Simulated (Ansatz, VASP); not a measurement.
# As: VASP beside Ansatz

Contents of INCAR:

```
SYSTEM = As
PREC = Accurate
ENCUT = 520
EDIFF = 1E-7
ISMEAR = -1
SIGMA = 0.1
LREAL = .False.
LASPH = .True.
NELM = 100
ALGO = Fast
ISIF = 2
LWAVE = .False.
LCHARG = .False.
GGA = PS
NBANDS = 8
```

The input KPOINTS:

```
regular mesh
0
Gamma
  13 13 13
  0 0 0
```

File POSCAR:

```
As
1.0
    2.7955113466      0.0000000000      0.0000000000
    0.0000000000      2.7955113466      0.0000000000
    0.0000000000      0.0000000000      2.7955113466
As
1
Direct
    0.0000000000      0.0000000000      0.0000000000
```

Input for Ansatz:

```yaml
crystal:
  lattice:
    - [2.7955113466, 0.0, 0.0]
    - [0.0, 2.7955113466, 0.0]
    - [0.0, 0.0, 2.7955113466]
  atoms:
    - { symbol: As, position: [0.0, 0.0, 0.0] }
hamiltonian:
  xc: pbesol
  pseudopotentials:
    kind: paw
    azcp:
      As: "pseudopotentials/As.paw.azcp"
basis:
  ecutwfc: 420
  fft_grid_basis: typed
kpoints:
  mp_grid: { grid: [13, 13, 13], shift: [0, 0, 0] }
magnetization:
  spin_polarized: false
scf:
  occupations: { method: fermi_dirac, width: 0.1 }
  lower_state_search: "off"
output:
  stress: true
```

Alike in both runs: task single point; functional PBEsol; k mesh 13 × 13 × 13; occupations fermi-dirac, width 0.1 eV; no spin polarisation.

|  | VASP | Ansatz |
| --- | --- | --- |
| version | VASP 6.6.1 | Ansatz 0.2.0 |
| potentials or method | VASP PAW PBE potentials, release 64 (As) | plane waves (420 eV) with PAW, scalar-relativistic |
| plane-wave cutoff (eV) | 520 | 420 |
| valence electrons in the cell | 5 | 15 |

Ansatz gave:

* pressure (GPa): -8.0

Problem. Estimate VASP's values.

Solution. Pressure (GPa): -7.9.

The functional is the same, so the differences come from potentials, cutoffs and numerics. The two sets of potentials don't hold the same shells in valence. Ansatz warned: «pseudo_functional_mismatch».

Caveats: the PAW data sets were made with another functional, which shifts forces and pressure a little (VASP).
